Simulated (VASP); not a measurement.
# Pd (Fm-3m) in VASP: notebook

One crystal, Pd, is run at these levels: PBE; tasks: relaxation of cell and atoms, electrostatic potential.

Everything below comes from runs of VASP 6.6.1. Logs are shortened: lines on timing, memory, paths and dates and some standing lists are left out, and cuts for length are marked.

**1. The crystal as given**

It takes space group Fm-3m (No. 225, cubic). The conventional cell has a = 3.880 Å, b = 3.880 Å, c = 3.880 Å, α = 90.00°, β = 90.00°, γ = 90.00°. Pd (site symmetry m-3m) has 12 Pd at 2.74 Å as nearest neighbours.

The cell was built by a generator and needn't be a form met in nature.

**2. Relaxation of cell and atoms, PBE**

The input, INCAR:

```
ALGO = Normal
EDIFF = 1E-6
EDIFFG = -0.005
ENCUT = 600
GGA = PE
IBRION = 2
ISIF = 3
ISMEAR = 1
LASPH = T
LCHARG = F
LREAL = F
LWAVE = F
NELM = 120
NSW = 40
PREC = Accurate
SIGMA = 0.1
```

The input, KPOINTS:

```
k-points
0
Gamma
  18 18 18
```

The input, POSCAR:

```
Pd
1.0
    0.0000000000      1.9400000000      1.9400000000
    1.9400000000      0.0000000000      1.9400000000
    1.9400000000      1.9400000000      0.0000000000
Pd
1
Direct
    0.0000000000      0.0000000000      0.0000000000
```

Potentials or basis: VASP PAW PBE potentials, release 64 (Pd).

Command:

```bash
> cat potpaw_PBE.64/Pd/POTCAR > POTCAR
> mpirun -np 1 vasp_std > vasp.out
```

OUTCAR:

```text
EDIFF = 1E-6
   EDIFFG = -0.005
   ENCUT = 600
   GGA = PE
   IBRION = 2
   ISIF = 3
   ISMEAR = 1
   LASPH = T
   LREAL = F
   NELM = 120
   NSW = 40
   PREC = Accurate

 ion  position               nearest neighbor table
   1  0.000  0.000  0.000-

  LATTYP: Found a face centered cubic cell.
 ALAT       =     3.8800000000

  Lattice vectors:

 A1 = (   0.0000000000,   1.9400000000,   1.9400000000)
 A2 = (   1.9400000000,   0.0000000000,   1.9400000000)
 A3 = (   1.9400000000,   1.9400000000,   0.0000000000)

Analysis of symmetry for initial positions (statically):
=====================================================================
 Subroutine PRICEL returns:
 Original cell was already a primitive cell.

 Routine SETGRP: Setting up the symmetry group for a
 face centered cubic supercell.

 Subroutine GETGRP returns: Found 48 space group operations
 (whereof 48 operations were pure point group operations)
 out of a pool of 48 trial point group operations.

The static configuration has the point symmetry O_h .

Analysis of symmetry for dynamics (positions and initial velocities):
=====================================================================
 Subroutine PRICEL returns:
 Original cell was already a primitive cell.

 Routine SETGRP: Setting up the symmetry group for a
 face centered cubic supercell.

 Subroutine GETGRP returns: Found 48 space group operations
 (whereof 48 operations were pure point group operations)
 out of a pool of 48 trial point group operations.

The dynamic configuration has the point symmetry O_h .

 Subroutine INISYM returns: Found 48 space group operations
 (whereof 48 operations are pure point group operations),
 and found     1 'primitive' translations

----------------------------------------------------------------------------------------

                                     Primitive cell

  volume of cell :      14.6028

  direct lattice vectors                    reciprocal lattice vectors
     0.000000000  1.940000000  1.940000000    -0.257731959  0.257731959  0.257731959
     1.940000000  0.000000000  1.940000000     0.257731959 -0.257731959  0.257731959
     1.940000000  1.940000000  0.000000000     0.257731959  0.257731959 -0.257731959

  length of vectors
     2.743574311  2.743574311  2.743574311     0.446404847  0.446404847  0.446404847

  position of ions in fractional coordinates (direct lattice)
     0.000000000  0.000000000  0.000000000

  ion indices of the primitive-cell ions
   primitive index   ion index
                 1           1

----------------------------------------------------------------------------------------

 KPOINTS: k-points

Automatic generation of k-mesh.
 Grid dimensions read from file:
 generate k-points for:   18   18   18

 Generating k-lattice:

  Cartesian coordinates                     Fractional coordinates (reciprocal lattice)
    -0.014318442  0.014318442  0.014318442     0.055555556  0.000000000  0.000000000
     0.014318442 -0.014318442  0.014318442     0.000000000  0.055555556  0.000000000
     0.014318442  0.014318442 -0.014318442     0.000000000  0.000000000  0.055555556

  Length of vectors
     0.024800269  0.024800269  0.024800269

  Shift w.r.t. Gamma in fractional coordinates (k-lattice)
     0.000000000  0.000000000  0.000000000

 Subroutine IBZKPT returns following result:
 ===========================================

 Found    195 irreducible k-points:

 Following reciprocal coordinates:
            Coordinates               Weight
  0.000000  0.000000  0.000000      1.000000
  0.055556  0.000000  0.000000      8.000000
  0.111111  0.000000  0.000000      8.000000
  0.166667  0.000000  0.000000      8.000000
  0.222222  0.000000  0.000000      8.000000
  0.277778  0.000000  0.000000      8.000000
[... 16 lines left out ...]
 -0.277778  0.055556  0.000000     24.000000
 -0.222222  0.055556  0.000000     24.000000
 [... further k-points ...]
   k-points           NKPTS =    195   k-points in BZ     NKDIM =    195   number of bands    NBANDS=      9
   number of dos      NEDOS =    301   number of ions     NIONS =      1
   total plane-waves  NPLWV =  13824
   dimension x,y,z NGX =    24 NGY =   24 NGZ =   24
   dimension x,y,z NGXF=    48 NGYF=   48 NGZF=   48
   ions per type =               1
   NGX,Y,Z   is equivalent  to a cutoff of  14.54, 14.54, 14.54 a.u.
   NGXF,Y,Z  is equivalent  to a cutoff of  29.09, 29.09, 29.09 a.u.
 SYSTEM =  unknown system
   PREC   = accura    normal or accurate (medium, high low for compatibility)
   ISTART =      0    job   : 0-new  1-cont  2-samecut
   ICHARG =      2    charge: 1-file 2-atom 10-const
   ISPIN  =      1    spin polarized calculation?
   LNONCOLLINEAR =      F non collinear calculations
   LSORBIT =      F    spin-orbit coupling
   LASPH  =      T    aspherical Exc in radial PAW
   ENCUT  =  600.0 eV  44.10 Ry    6.64 a.u.   5.48  5.48  5.48*2*pi/ulx,y,z
   NELM   =    120;   NELMIN=  2; NELMDL= -5     # of ELM steps
   EDIFF  = 0.1E-05   stopping-criterion for ELM
   LREAL  =      F    real-space projection
   EDIFFG = -.5E-02   stopping-criterion for IOM
   NSW    =     40    number of steps for IOM
   IBRION =      2    ionic relax: 0-MD 1-quasi-New 2-CG
   NFREE  =      1    steps in history (QN), initial steepest desc. (CG)
   ISIF   =      3    stress and relaxation
   ISYM   =      2    0-nonsym 1-usesym 2-fastsym
   POTIM  = 0.5000    time-step for ionic-motion
   TEBEG  =    0.0;   TEEND  =   0.0 temperature during run
   PSTRESS=    0.0 pullay stress
   NELECT =      10.0000    total number of electrons
   NUPDOWN=      -1.0000    fix difference up-down
   EMIN   =  10.00;   EMAX   =-10.00  energy-range for DOS
   EFERMI =   0.00;   METHOD = LEGACY
   ISMEAR =     1;   SIGMA  =   0.10  broadening in eV -4-tet -1-fermi 0-gaus
   EFERMI_NEDOS =   21; number of points for ismear=-14 and -15
   IALGO  =     38    algorithm
   IMIX   =      4    mixing-type and parameters
     AMIX     =   0.40;   BMIX     =  1.00
     AMIX_MAG =   1.60;   BMIX_MAG =  1.00
  volume/ion in A,a.u.               =      14.60        98.54
  Fermi-wavevector in a.u.,A,eV,Ry     =   1.442989  2.726854 28.330296  2.082218
  Thomas-Fermi vector in A             =   2.561447
   LORBIT       =      0    0 simple, 1 ext, 2 COOP (PROOUT), +10 PAW based schemes
   GGA     = PE    functional components
   LHFCALC =     F    Hartree Fock is set to
   AEXX    =    0.0000 exact exchange contribution
   IVDW    =     0    specifies the selected vdW correction
   LEPSILON=     F    determine dielectric tensor
   LRPA    =     F    only Hartree local field effects (RPA)
 conjugate gradient relaxation of ions
 non-spin polarized calculation
 Methfessel and Paxton  Order N= 1 SIGMA  =   0.10
  energy-cutoff  :      600.00
  volume of cell :       14.60
 maximum number of plane-waves:       531
 NGX is ok and might be reduce to    24
   NGX = 11   NGY = 11   NGZ = 11

--------------------------------------- Ionic step        1  -------------------------------------------

 number of electron      10.0000000 magnetization

 Free energy of the ion-electron system (eV)
  ---------------------------------------------------
  ext. energy  EPLUGINS =         0.00000000
  ---------------------------------------------------
  free energy    TOTEN  =        -5.20210935 eV

  energy without entropy =       -5.20105524  energy(sigma->0) =       -5.20175798

------------------------ aborting loop because EDIFF is reached ----------------------------------------

  FORCE on cell =-STRESS in cart. coord.  units (eV):
  Direction    XX          YY          ZZ          XY          YZ          ZX
  --------------------------------------------------------------------------------------
  -------------------------------------------------------------------------------------
  Total        0.7907796      0.7907796      0.7907796      0.0000000      0.0000000      0.0000000
  in kB       86.7622597     86.7622597     86.7622597      0.0000000      0.0000000      0.0000000
  external PRESSURE =      86.7622597 kB  Pullay stress =       0.0000000 kB
[... 90 lines left out ...]
  energy  without entropy=       -5.2184875629  energy(sigma->0) =       -5.21911334

--------------------------------------- Ionic step        4  -------------------------------------------

 number of electron      10.0000000 magnetization

 Free energy of the ion-electron system (eV)
  ---------------------------------------------------
  ext. energy  EPLUGINS =         0.00000000
  ---------------------------------------------------
  free energy    TOTEN  =        -5.21942983 eV

  energy without entropy =       -5.21848717  energy(sigma->0) =       -5.21911561

 E-fermi :   9.1932     XC(G=0): -12.9684

 val. band max:        9.1804243873   @ k =   0.5000   0.2778   0.0556
 cond. band min:       9.1932956396   @ k =   0.5000   0.1111   0.0000
 fundamental gap:      0.0128712524
 Fermi energy:         9.1931660689

 k-point     1 :       0.0000    0.0000    0.0000
  band No.  band energies     occupation
      1       2.3317      2.00000
      2       6.5187      2.00000
      3       6.5187      2.00000
      4       6.5187      2.00000
      5       8.0407      2.00000
      6       8.0407      2.00000
      7      26.3741      0.00000
      8      30.9541      0.00000
      9      30.9541      0.00000
[... 265 lines left out ...]
 k-point    24 :      -0.2222    0.0556    0.0000
  band No.  band energies     occupation
      1       4.0060      2.00000
      2       6.3128      2.00000
      3       6.8287      2.00000
      4       6.8600      2.00000
      5       7.9317      2.00000
      6       8.4277      2.00000
      7      23.8428      0.00000
      8      27.3200      0.00000
      9      30.9947      0.00000

 [... further k-points ...]

------------------------ aborting loop because EDIFF is reached ----------------------------------------

  FORCE on cell =-STRESS in cart. coord.  units (eV):
  Direction    XX          YY          ZZ          XY          YZ          ZX
  --------------------------------------------------------------------------------------
  -------------------------------------------------------------------------------------
  Total        0.0044277      0.0044277      0.0044277      0.0000000      0.0000000     -0.0000000
  in kB        0.4644670      0.4644670      0.4644670      0.0000000      0.0000000     -0.0000000
  external PRESSURE =       0.4644670 kB  Pullay stress =       0.0000000 kB
[... 16 lines left out ...]
  FREE ENERGIE OF THE ION-ELECTRON SYSTEM (eV)
  ---------------------------------------------------
  free  energy   TOTEN  =        -5.2194298316 eV

  energy  without entropy=       -5.2184871655  energy(sigma->0) =       -5.21911561

 reached required accuracy - stopping structural energy minimisation
```

Run time: 59 s. Hardware: 1 thread of AMD EPYC 7R13 (Zen 3), shared host; peak memory 0.15 GiB.

Results:

```yaml
Free_energy: -5.2194 eV
Relaxed_volume: 15.27 Å³/atom
Relaxed_cell: a = 2.785 Å, b = 2.785 Å, c = 2.785 Å, α = 60.00°, β = 60.00°, γ = 60.00°
Space_group_after_relaxing_to_0.05_Å: Fm-3m (No. 225)
Energy_gained_by_relaxing: 17.3 meV/atom
Ionic_steps: 4
Pressure_after_relaxing: 0.0 GPa
Band_gap_on_the_k_mesh: none (metal or under the smearing width)
```

Step by step:
```csv
step,energy change (eV),largest force (eV/Å),pressure (GPa),volume (Å³)
1,0.0000,0.0000,8.68,14.60
2,0.0165,0.0000,-9.47,16.34
3,-0.0173,0.0000,-0.11,15.29
4,-0.0173,0.0000,0.05,15.27
```

Final structure:
```
Pd
1.0
     0.00000    1.96926    1.96926
     1.96926    0.00000    1.96926
     1.96926    1.96926    0.00000
Pd
1
Direct
  0.00000 0.00000 0.00000
```

**3. Electrostatic potential, PBE**

This run uses another cell than the first one, of 15.27 Å³/atom, 1.046 times its volume.

The input, INCAR:

```
SYSTEM = Pd
ALGO = Normal
EDIFF = 1E-6
ENCUT = 520
GGA = PE
ISIF = 2
ISMEAR = 1
LASPH = .TRUE.
LCHARG = .TRUE.
LREAL = .FALSE.
LVHAR = .TRUE.
LWAVE = .FALSE.
NELM = 80
PREC = Accurate
SIGMA = 0.1
```

The input, KPOINTS:

```
k-points
0
G
  18 18 18
  0 0 0
```

The input, POSCAR:

```
Pd                                      
1.0
    0.0000000000      1.9692578969      1.9692578969
    1.9692578969      0.0000000000      1.9692578969
    1.9692578969      1.9692578969     -0.0000000000
  Pd            
     1
Direct
     0.0000000000000000    0.0000000000000000    0.0000000000000000
```

Potentials or basis: VASP PAW PBE potentials, release 64 (Pd).

Command:

```bash
> cat potpaw_PBE.64/Pd/POTCAR > POTCAR
> mpirun -np 1 vasp_std > vasp.out
```

Run time: 19 s. Hardware: 1 thread of AMD EPYC 7R13 (Zen 3), shared host; peak memory 0.13 GiB.

Results (log left out):

```
Free energy            : -5.2198 eV
Pressure               : 0.0 GPa
Band gap on the k mesh : none (metal or under the smearing width)
```

Levels at points of the mesh, in eV from the Fermi level:
```tsv
k point	band 2	band 3	band 4	band 5	band 6	band 7	band 8	band 9
(0.00, 0.00, 0.00)	-2.67	-2.67	-2.67	-1.15	-1.15	17.18	21.76	21.76
(0.50, 0.00, 0.00)	-2.72	-2.72	-0.02	-0.02	1.10	7.06	16.53	20.77
(0.50, 0.50, 0.00)	-4.82	-0.05	0.28	0.28	3.36	10.43	13.03	13.03
```
